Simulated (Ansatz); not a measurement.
The elements of this relaxed trial crystal are hidden behind letters.

```
lattice vectors (Å)
   3.8759    0.0000    0.0000
  -1.9380    3.3566    0.0000
   0.0000    0.0000    5.4226
fractional positions
X 0.3333 0.6667 0.2500
X 0.6667 0.3333 0.7500
Z 0.0000 0.0000 0.0000
Z 0.0000 0.0000 0.5000
```

Level of theory: DFT PBE, scalar-relativistic, plane waves, PAW in Ansatz 0.2.0. The final run on the 4-atom cell used 420 eV, a Γ-centred 12×12×10 mesh, 0.10 eV smearing and no spin polarisation.

```
Space group                                 : P6_3/mmc (No. 194)
Conventional cell                           : a = 3.876 Å, c = 5.423 Å
Volume per atom                             : 17.64 Å³
Density                                     : 12.60 g/cm³
Formation energy                            : −0.43 eV/atom
Gap on the 12×12×10 mesh of the 4-atom cell : 0 eV (a metal)
```

Energies are uncorrected and count from the elements' standard states at the same level.

Q: X is a p-block element of period 4 and Z is a d-block element of period 6. Which elements are they?

A: X = Ge, Z = Pt, so the formula is GePt, here in the nickel arsenide type. Density times volume gives a mean mass of 12.60 × 17.64/1.6605 = 133.9 u per atom, and this set has 133.9 u. Among the elements that the hints allow, noble gases aside, only these give it. Ge is surrounded by 6 Pt at 2.62 Å; Pt has 6 Ge at 2.62 Å and 2 Pt at 2.71 Å.

Spin–orbit coupling, which can matter for Pt, is left out. A later test with randomly moved atoms ended 2 meV/atom lower, in Pnma at a loose tolerance, which is no clear verdict on its stability.
